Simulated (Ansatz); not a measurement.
Below is the output of a Python script on Ansatz 0.2.0 through its Python package that makes a single point from a YAML input of NbSi₂, space group P6_422. Write a script that gives it. Level of theory: PBE, PAW, the default cutoff (420 eV here), 6×6×4 k-points, Fermi-Dirac smearing of 0.15 eV.

```cif
data_structure
_symmetry_space_group_name_H-M 'P 1'
_symmetry_Int_Tables_number 1
_cell_length_a 4.7940
_cell_length_b 4.7940
_cell_length_c 6.5890
_cell_angle_alpha 90.000
_cell_angle_beta 90.000
_cell_angle_gamma 120.000
_cell_volume 131.14
loop_
_atom_site_label
_atom_site_type_symbol
_atom_site_fract_x
_atom_site_fract_y
_atom_site_fract_z
_atom_site_occupancy
Nb1 Nb 0.50000 0.00000 0.00000 1
Nb2 Nb 0.50000 0.50000 0.66667 1
Nb3 Nb 0.00000 0.50000 0.33333 1
Si1 Si 0.16700 0.33400 0.00000 1
Si2 Si 0.83300 0.16700 0.66667 1
Si3 Si 0.66600 0.83300 0.33333 1
Si4 Si 0.83300 0.66600 0.00000 1
Si5 Si 0.16700 0.83300 0.66667 1
Si6 Si 0.33400 0.16700 0.33333 1
```

```console
$ python yaml_run.py
DeckWarning: the atoms were moved onto the symmetric positions of the space group found under crystal.symmetry.tolerance 1.0e-5 (fractional; no operation is sought that the atoms, as they stand in a round, miss by more than twice it, and no atom is moved by [...]
DeckWarning: basis.ecutwfc = 420 eV, auto-derived from the records' recommended cutoffs: set by Nb (normal level)
converged          True
n_iterations       6
n_electrons        63.0
n_kpoints          21
n_pw               2531
n_symmetry_ops     12
free_energy_ev     -17476.72239094826
fermi_energy_ev    14.515835377635204
forces (eV/A)
  Nb    0.0000    0.0000    0.0000
  Nb   -0.0000    0.0000    0.0000
  Nb   -0.0000   -0.0000    0.0000
  Si    0.0000   -0.6699   -0.0000
  Si    0.5801   -0.3349    0.0000
  Si    0.5801    0.3349   -0.0000
  Si    0.0000    0.6699    0.0000
  Si   -0.5801    0.3349   -0.0000
  Si   -0.5801   -0.3349    0.0000
doubts on the final state: none
warnings: none
```
(Warnings from the package without file and line, shortened.)

One script that gives this output:

`yaml_run.py`:
```python
# -*- coding: utf-8 -*-
"""Run a YAML input for NbSi2 from Python."""

import ansatz as az

INPUT = """
crystal:
  lattice:
    - [4.794, 0.0, 0.0]
    - [-2.397, 4.151726, 0.0]
    - [0.0, 0.0, 6.589]
  atoms:
    - { symbol: Nb, position: [0.5, 0.0, 0.0] }
    - { symbol: Nb, position: [0.5, 0.5, 0.666667] }
    - { symbol: Nb, position: [0.0, 0.5, 0.333333] }
    - { symbol: Si, position: [0.167, 0.334, 0.0] }
    - { symbol: Si, position: [0.833, 0.167, 0.666667] }
    - { symbol: Si, position: [0.666, 0.833, 0.333333] }
    - { symbol: Si, position: [0.833, 0.666, 0.0] }
    - { symbol: Si, position: [0.167, 0.833, 0.666667] }
    - { symbol: Si, position: [0.334, 0.167, 0.333333] }
kpoints:
  mp_grid: { grid: [6, 6, 4] }
hamiltonian:
  xc: pbe
scf:
  occupations: { method: fermi_dirac, width: 0.15 }
output:
  forces: true
  stress: true
"""


def main():
    result = az.Session.from_yaml(INPUT).plan(threads=1).execute()
    data = result.report

    for key in ("converged", "n_iterations", "n_electrons", "n_kpoints", "n_pw", "n_symmetry_ops", "free_energy_ev", "fermi_energy_ev"):
        print(f"{key:18s} {data[key]}")

    # forces in eV per angstrom
    print("forces (eV/A)")
    for site, force in zip(result.lattice.sites, data["forces_ev_ang"]):
        print(f"  {site.symbol:2s} {force[0]:9.4f} {force[1]:9.4f} {force[2]:9.4f}")

    print("doubts on the final state:", data["published_state_doubts"] or "none")
    print("warnings:", sorted({n["data"]["kind"] for n in result.notices if n["data"].get("severity") in ("warning", "doubt")}) or "none")


if __name__ == "__main__":
    main()
```

Notes:
- Absolute energies stand on the zero of these potentials, so only differences at equal settings mean something. A total without «per atom» is that of the cell as typed.
- Spin is left out of this run.
- For a metal this k-point mesh is coarse: on a finer one energies can move by several to tens of meV an atom and pressures by half a GPa or more, differences at one mesh by less.
- An absolute Fermi energy rests on an arbitrary zero of the periodic potential and has no direct meaning.
- A Fermi-Dirac width this large means warm electrons, whose thermal share enters the free energy.
- The starting cell is as deposited in a crystallographic database; the results hold for this polymorph, which needn't be the stable one.
- The whole script took 3.7 s on 1 thread of AMD EPYC 9R45 96-Core Processor (Zen 5) (shared host), peak memory 0.45 GiB.

(A comment or docstring line of the script was reworded after the run, the code is as it ran; lines on the test bed's own set-up are left out of the output.)
